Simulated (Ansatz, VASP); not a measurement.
## Si: VASP beside Ansatz

Contents of INCAR:

```
  PREC = Accurate
  ENCUT = 520
  EDIFF = 1E-6
  ISMEAR = 0
  SIGMA = 0.1
  LREAL = F
  LASPH = T
  NELM = 60
  ALGO = Normal
  ISIF = 2
  LWAVE = F
  LCHARG = T
  LDIPOL = T
  IDIPOL = 3
  DIPOL = 0.5 0.5 0.385
  GGA = PE
  IVDW = 12
  LELF = T
  LVHAR = T
  LVACPOTAV = T
  NBANDS = 16
```

Contents of KPOINTS:

```
regular mesh
0
Gamma
  9 9 1
```

POSCAR

```
Si
1.0
    3.8472023583      0.0000000000      0.0000000000
   -1.9236011791      3.3317749758      0.0000000000
    0.0000000000      0.0000000000     18.4446971457
Si
4
Direct
    0.3333333333      0.6666666667      0.2695814701
    0.6666666667      0.3333333333      0.2439725610
    0.3333333333      1.6666666667      0.5256089091
    0.6666666667      1.3333333333      0.5000000000
```

Input for Ansatz:

```yaml
crystal:
  lattice:
    - [3.8472023583, 0.0, 0.0]
    - [-1.9236011791, 3.3317749758, 0.0]
    - [0.0, 0.0, 18.4446971457]
  atoms:
    - { symbol: Si, position: [0.3333333333, 0.6666666667, 0.2695814701] }
    - { symbol: Si, position: [0.6666666667, 0.3333333333, 0.243972561] }
    - { symbol: Si, position: [0.3333333333, 1.6666666667, 0.5256089091] }
    - { symbol: Si, position: [0.6666666667, 1.3333333333, 0.5] }
basis:
  ecutwfc: 420
kpoints:
  mp_grid: { grid: [9, 9, 1] }
hamiltonian:
  xc: pbe
  dispersion: d3bj
scf:
  occupations: { method: gaussian, width: 0.1 }
output:
  forces: true
  eigenvalues: true
efield:
  axis: 3
  dipole_correction: true
  ramp_width: 0.04
```

Alike in both runs: task single point; functional PBE; dispersion D3(BJ); k mesh 9 × 9 × 1; occupations gaussian, width 0.1 eV; no spin polarisation.

|  | VASP | Ansatz |
| --- | --- | --- |
| version | VASP 6.6.1 | Ansatz 0.2.0 |
| potentials or method | VASP PAW PBE potentials, release 64 (Si) | scalar-relativistic, plane waves, PAW |
| plane-wave cutoff (eV) | 520 | 420 |
| valence electrons in the cell | 16 | 16 |

Ansatz gave:

```
gap on the k mesh at the Fermi level (eV) : 0.49
least direct gap on the mesh (eV)         : 0.49
rms of the force components (eV/Å)        : 0.039
```

Question: What did VASP give for the same quantities?

Answer: gap on the k mesh at the Fermi level (eV): 0.49; least direct gap on the mesh (eV): 0.49; rms of the force components (eV/Å): 0.037.

Atom by atom the forces differ by 0.004 eV/Å (rms over components).
